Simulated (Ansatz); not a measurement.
## Al2Au in Ansatz: the effect of functional

The system is Al2Au.

```xyz
3
Lattice="0.0000 3.0199 3.0199 3.0199 0.0000 3.0199 3.0199 3.0199 0.0000" Properties=species:S:1:pos:R:3 pbc="T T T"
Au    0.0000    0.0000    0.0000
Al    4.5298    4.5298    4.5298
Al    1.5099    1.5099    1.5099
```

The cell isn't the ideal one: volume scaled by 1.02.

Alike in all runs:

* Program: Ansatz 0.2.0
* Task: single point
* Potentials or basis: Ansatz PAW
* k mesh: 8 × 8 × 8
* Occupations: fermi-dirac, width 0.05 eV
* Spin: no spin polarisation

**Question.** One run gave: pressure -4.7 GPa. Which functional did it use?
A. r2SCAN
B. LDA
C. PBEsol

**Answer.** B.

| functional | cutoff | pressure (GPa) |
| --- | --- | --- |
| LDA | 420 eV (not typed: the program's choice for these potentials) | -4.7 |
| PBEsol | 420 eV (not typed: the program's choice for these potentials) | -2.1 |
| r2SCAN | 500 eV (not typed: the program's choice for these potentials) | -1.8 |

Caveats: the PAW data sets come from PBE, with cores solved anew for the run's functional, which leaves a small shift of forces and pressure.

Runs at the PBE level aren't shown here.
